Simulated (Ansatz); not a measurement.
# Bi2Se3 (Paraguanajuatite): equation of state with r2SCAN+D3(BJ)

The system is Bi2Se3 (Paraguanajuatite).

```
Bi Se
1.0
     2.07150    1.19598    9.54533
    -2.07150    1.19598    9.54533
     0.00000   -2.39196    9.54533
Bi Se
2 3
Direct
  0.59920 0.59920 0.59920
  0.40080 0.40080 0.40080
  0.78830 0.78830 0.78830
  0.21170 0.21170 0.21170
  0.00000 0.00000 0.00000
```

```
Program             : Ansatz 0.2.0
Task                : equation of state
Functional          : r2SCAN
Dispersion          : D3(BJ)
Potentials or basis : Ansatz PAW
Cutoff              : 500 eV
Density cutoff      : 2000 eV
k mesh              : 8 × 8 × 8
Occupations         : fermi-dirac, width 0.05 eV
Spin                : no spin polarisation
```

* Equilibrium volume: 28.52 Å³/atom
* Bulk modulus at fixed shape and positions: 65 GPa
* Pressure derivative of the bulk modulus: 4.4

Energy against volume, from the lowest point:
| volume (Å³/atom) | energy (meV/atom) |
| --- | --- |
| 26.675 | 27.22 |
| 27.243 | 12.48 |
| 27.810 | 3.61 |
| 28.378 | 0.00 |
| 28.946 | 1.12 |
| 29.513 | 6.49 |
| 30.081 | 15.67 |

All runs of the series together: 3.9 min on 2 threads of Arm Neoverse V1 (shared host).

Caveat: the cell was scaled at fixed shape and fractional positions, which overstates the stiffness of a crystal with free parameters, most of all of layers and chains; the PAW data sets were made with another functional, which shifts forces and pressure a little.
